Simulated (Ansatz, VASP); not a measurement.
# One calculation of H2, two programs

```
H
1.0
    10.00000    0.00000    0.00000
     0.00000   10.30000    0.00000
     0.00000    0.00000   10.60000
H
2
Cartesian
  5.0000 5.0000 4.6173
  5.0000 5.0000 5.3827
```

Alike in both runs: functional LDA; k mesh 1 × 1 × 1; occupations gaussian, width 0.01 eV; no spin polarisation.

Ansatz relaxed the structure, and its values are those at the end. VASP's run is a single point on that final structure, the one shown.

|  | VASP | Ansatz |
| --- | --- | --- |
| version | VASP 6.6.1 | Ansatz 0.2.0 |
| potentials or method | VASP PAW LDA potentials, release 64 (H) | scalar-relativistic, plane waves, PAW |
| plane-wave cutoff (eV) | 520 | 420 |
| valence electrons in the cell | 2 | 2 |

|  | VASP | Ansatz | Ansatz less VASP |
| --- | --- | --- | --- |
| gap on the k mesh at the Fermi level (eV) | 9.99 | 9.99 | -0.003 |
| least direct gap on the mesh (eV) | 9.99 | 9.99 | -0.003 |
| rms of the force components (eV/Å) | 0.007 | 0.001 | -0.0063 |

Expect the measured gap to be larger: semilocal functionals such as LDA lack the derivative discontinuity.
